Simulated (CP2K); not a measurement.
GaN:

```
CELL_PARAMETERS angstrom
3.18693 0.00000 0.00000
1.59347 2.75996 0.00000
1.59347 0.91999 2.60212
ATOMIC_POSITIONS crystal
Ga 0.00000 0.00000 0.00000
N 0.25000 0.25000 0.25000
```

The cell is a database's computed one.

Base run:

| Item | Value |
| --- | --- |
| Program | CP2K 2026.2 |
| Functional | PBE |
| Potentials or basis | POTENTIAL_UZH Ga GTH-PBE-q13, N GTH-PBE-q5; TZVP-MOLOPT-PBE-GTH basis |
| Density cutoff | 9184 eV |
| k mesh | 10 × 10 × 10 |
| Occupations | fermi-dirac, width 0.05 eV |
| Spin | no spin polarisation |

Its results: band gap on the k mesh 1.69 eV, direct; pressure 7.0 GPa.

After a change of settings the same cell gave: band gap on the k mesh 1.60 eV, direct; pressure 3.3 GPa. Which change was it?
A. functional from PBE to M06-L
B. functional from PBE to BEEF-vdW
C. functional from PBE to AM05
D. functional from PBE to vdW-DF-cx

D.

Caveats: the basis of atomic orbitals isn't converged, which shifts pressures, moduli and gaps; the potentials were made for another functional, which shifts forces and pressure (some runs).
